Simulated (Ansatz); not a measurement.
# TiSi2: the cost of one run

Computed with Ansatz 0.2.0 (DFT PBE, scalar-relativistic, plane waves, PAW, unless a step's input says otherwise).

1 further run of the same task is left out (set aside as unsound or not needed).

**1. Starting point**

It takes space group Cmcm (No. 63, orthorhombic). The conventional cell has a = 3.548 Å, b = 13.561 Å, c = 3.579 Å, α = 90.00°, β = 90.00°, γ = 90.00°. Around Ti (site symmetry m2m) lie 10 Si at 2.59 to 2.83 Å. Around Si (site symmetry m2m) lie 2 Si at 2.40 Å and 6 Ti at 2.59 to 2.83 Å. Si (site symmetry m2m) is surrounded by 4 Si at 2.52 Å and 4 Ti at 2.67 to 2.68 Å.

Structure file:

```cif
data_structure
_symmetry_space_group_name_H-M 'P 1'
_symmetry_Int_Tables_number 1
_cell_length_a 7.0085
_cell_length_b 7.0085
_cell_length_c 3.5792
_cell_angle_alpha 90.000
_cell_angle_beta 90.000
_cell_angle_gamma 150.679
_cell_volume 86.09
loop_
_atom_site_label
_atom_site_type_symbol
_atom_site_fract_x
_atom_site_fract_y
_atom_site_fract_z
_atom_site_occupancy
Ti1 Ti 0.89682 0.10318 0.75000 1
Ti2 Ti 0.10318 0.89682 0.25000 1
Si1 Si 0.55915 0.44085 0.75000 1
Si2 Si 0.44085 0.55915 0.25000 1
Si3 Si 0.24983 0.75017 0.75000 1
Si4 Si 0.75017 0.24983 0.25000 1
```

It goes back to an entry of the Materials Project, which need not be the stable form.

This cell was relaxed beforehand with the same method: volume 14.35 Å³/atom, gap on the mesh none (metal).

**2. Zero of the scan**

File input.yaml:

```yaml
crystal:
  lattice:
    - [1.7738039278, -6.7803428766, 0.0]
    - [1.7738039278, 6.7803428766, 0.0]
    - [0.0, 0.0, 3.5792221395]
  atoms:
    - { symbol: Ti, position: [0.8968189481, 0.1031810519, 0.75] }
    - { symbol: Ti, position: [0.1031810519, 0.8968189481, 0.25] }
    - { symbol: Si, position: [0.5591475244, 0.4408524756, 0.75] }
    - { symbol: Si, position: [0.4408524756, 0.5591475244, 0.25] }
    - { symbol: Si, position: [0.2498281362, 0.7501718638, 0.75] }
    - { symbol: Si, position: [0.7501718638, 0.2498281362, 0.25] }
basis:
  ecutwfc: 420
kpoints:
  mp_grid: { grid: [14, 14, 14] }
hamiltonian:
  xc: pbe
scf:
  occupations: { method: gaussian, width: 0.15 }
output:
  forces: true
  stress: true
  eigenvalues: true
```

Command:

```bash
ansatz run input.yaml --threads 1 --pin off --max-ram 2560MiB --backend cpu --events-out ev --progress --plain --runs-dir out
```

What time and memory should one allow on 1 thread of AMD EPYC 9R45 (Zen 5), shared host?

About 23 s, with a peak of 1 GiB.
